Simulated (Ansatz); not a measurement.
## Kick test of a cell of C

The cell was found from a structure generator's guess, not taken from experiment.

Level of theory: DFT PBE, scalar-relativistic, plane waves, PAW in Ansatz. Cutoff 420 eV; k points 12×12×12 on the computed 4-atom cell (Γ-centred); Gaussian smearing, width 0.02 eV; no spin polarisation.

The cell below (4 atoms, space group Fddd (No. 70)) is relaxed within its symmetry.

```cif
data_structure
_symmetry_space_group_name_H-M 'P 1'
_symmetry_Int_Tables_number 1
_cell_length_a 4.5072
_cell_length_b 3.9595
_cell_length_c 2.7564
_cell_angle_alpha 82.206
_cell_angle_beta 60.501
_cell_angle_gamma 37.293
_cell_volume 22.68
loop_
_atom_site_label
_atom_site_type_symbol
_atom_site_fract_x
_atom_site_fract_y
_atom_site_fract_z
_atom_site_occupancy
C1 C 0.56201 0.56201 0.93799 1
C2 C 0.31201 0.31201 0.68799 1
C3 C 0.68799 0.68799 0.31201 1
C4 C 0.93799 0.93799 0.56201 1
```

For the test a repeat of it with 8 atoms (edges 2.76, 3.96, 4.41 Å) was strained at random (σ = 1.5 % a component), the atoms were moved at random (σ = 0.10 Å), and all was relaxed again on a coarse 6×4×4 mesh (in the run’s order of axes) with 0.10 eV smearing, with no symmetry imposed.

Question: Does it come back?

Answer: It returns, within 1 meV/atom of the unmoved cell on that mesh and with the same symmetry when read at 0.1 Å. No instability shows in this cell; modes of other wave vectors, which need another repeat, aren't tested. Another cell of C relaxed alike, in Imma, lies 0.77 eV/atom lower, so this cell isn't the stable form at this level.
